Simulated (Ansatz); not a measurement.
Ge: energy change per atom and pressure as volume scale varies

All results are calculated (Ansatz 0.2.0). Plane-wave DFT, scalar-relativistic PAW made under PBE with cores redone for the functional, no dispersion; the given relaxed cell is scaled uniformly, energy at zero smearing counts from the unscaled cell, pressure at the given Fermi-Dirac smearing is positive in compression.

The cell before it is scaled or strained (space group Pm-3m, No. 221):
```
Ge
1.0
      2.7300     0.0000     0.0000
      0.0000     2.7300     0.0000
      0.0000     0.0000     2.7300
Ge
1
Direct
  0.00000 0.00000 0.00000
```

Settings of every row: spin polarised no; functional revPBE; wave cutoff 420 eV; smearing width 0.1 eV; k mesh 13x13x13.

Atom starting moment: 0 on all atoms.

Limits: the cell comes from a prototype or a list of computed structures and needn't be the stable phase.

| row | volume scale | V (Å³/atom) | energy change per atom (meV) | pressure (GPa) |
| --- | --- | --- | --- | --- |
| 1 | 0.88 | 17.905 | ? | ? |
| 2 | 0.92 | 18.719 | 28.83 | 6.35 |
| 3 | 0.96 | 19.533 | 6.26 | 2.75 |
| 4 | 1.04 | 21.16 | 6.73 | -2.38 |
| 5 | 1.08 | 21.974 | 23.8 | -4.19 |
| 6 | 1.12 | 22.788 | 49.13 | -5.63 |

Question: what energy change per atom and pressure should row 1 give?

Worked fit of energy change per atom. Take u = (V_r/V)^(2/3) − 1 with V_r = 21.16 Å³ an atom, which is twice the finite (Eulerian) strain; such expansions in the strain, on which the Birch-Murnaghan equation of state is built, carry the rest volume and the bulk modulus. The shown rows have u = 0.08515, 0.05479, 0, -0.02485, -0.04821. Least squares give energy change per atom = 6.62 − 471.304 × u + 8577.45 × u² meV; a straight line predicts inner rows, each left out in turn, worse (root mean square 17 against 0.36 meV). The rows lie off it by 0.15, -0.29, 0.11, 0.17, -0.15 (root mean square 0.18 meV). The withheld row has u = 0.11779, so the fit gives 6.62 − 471.304 × (0.11779) + 8577.45 × (0.11779)² = 70.11 meV.

The calculation gave 71.98 meV. The fit lies 1.87 meV (2.6 % of the value, 2.8 % of the column's range) below it; its largest miss of a shown row is 0.29 meV. This row lies beyond the range of the fit.

Worked fit of pressure. Take u = (V_r/V)^(2/3) − 1 with V_r = 21.16 Å³ an atom, which is twice the finite (Eulerian) strain; such expansions in the strain, on which the Birch-Murnaghan equation of state is built, carry the rest volume and the bulk modulus. The shown rows have u = 0.08515, 0.05479, 0, -0.02485, -0.04821. Least squares give pressure = −2.391 + 79.74 × u + 267 × u² GPa; a straight line predicts inner rows, each left out in turn, worse (root mean square 0.53 against 0.037 GPa). The rows lie off it by 0.02, -0.03, 0.01, 0.02, -0.02. The pressure vanishes at u = 0.0275, or V = 20.32 Å³ an atom, and there the bulk modulus at fixed shape and fractions is B = −V dP/dV = (2/3)(1 + u) dP/du = 64.7 GPa. The withheld row has u = 0.11779, so the fit gives −2.391 + 79.74 × (0.11779) + 267 × (0.11779)² = 10.71 GPa.

The calculation gave 10.9 GPa. The fit lies 0.19 GPa (1.7 % of the value, 1.1 % of the column's range) below it; its largest miss of a shown row is 0.03 GPa. This row lies beyond the range of the fit.
